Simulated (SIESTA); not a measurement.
**NiO2 under changes of volume**

One of the cells (10.652 Å³/atom); the others are scaled copies at fixed shape and fractional positions:

```
Ni O
1.0
     2.81732    0.00000    0.00000
    -1.40866    2.43987    0.00000
     0.00000    0.00000    4.64886
Ni O
1 2
Direct
  0.00000 0.00000 0.50000
  0.33333 0.66667 0.29396
  0.66667 0.33333 0.70604
```

The cell comes from a database or a generator and needn't be the stable form of this composition.

| Property | Result |
| --- | --- |
| Program | SIESTA 5.4.2 |
| Functional | PBEsol |
| Potentials or basis | PseudoDojo 0.4 standard (PBEsol files) |
| Basis | DZP (energy shift 0.003 Ry; two zetas on semicore shells) |
| Grid cutoff | 800 Ry |
| Energy shift | 0.003 Ry |
| k mesh | 11 × 11 × 6 |
| Occupations | fermi-dirac, width 0.05 eV |
| Spin | collinear spin, ferromagnetic start |
| Starting moments | [1.0, 0.0, 0.0] μB |

```csv
volume (Å³/atom),energy over the lowest point (meV/atom),pressure (GPa),gap on the mesh (eV),largest force (eV/Å)
9.816,16.26,11.3,0.88,0.880
10.025,5.02,6.1,0.86,0.538
10.234,0.00,1.7,0.84,0.220
10.652,?,?,?,?
10.861,16.23,-9.4,0.78,0.603
11.070,30.30,-12.1,0.76,0.828
```

What does the run at 10.652 Å³/atom give?

Energy over the lowest point 6.00 meV/atom; pressure -6.1 GPa; gap on the mesh 0.80 eV; largest force 0.354 eV/Å.

Worked out: A Birch-Murnaghan fit of order 3 (a polynomial in V^(-2/3)) to the other rows has its minimum at 10.31 Å³/atom with B0 = V·E''(V) = 202 GPa and B' = 4.5 at fixed shape and positions, which overstates the stiffness. It gives 6.17 meV/atom at 10.652 Å³/atom, against the run's 6.00, and -dE/dV = -6.1 GPa, against -6.1. A straight line through the other rows of the gap, of slope -1 eV per unit of ln V, gives 0.80 eV, against the run's 0.80.

Energies are extrapolated to zero smearing.

Caveats: short orbitals over semicore shells can move pressures by several GPa; an odd mesh through Γ misses points on the zone boundary, where band edges often lie; the basis of atomic orbitals isn't converged, which shifts pressures, moduli and gaps.
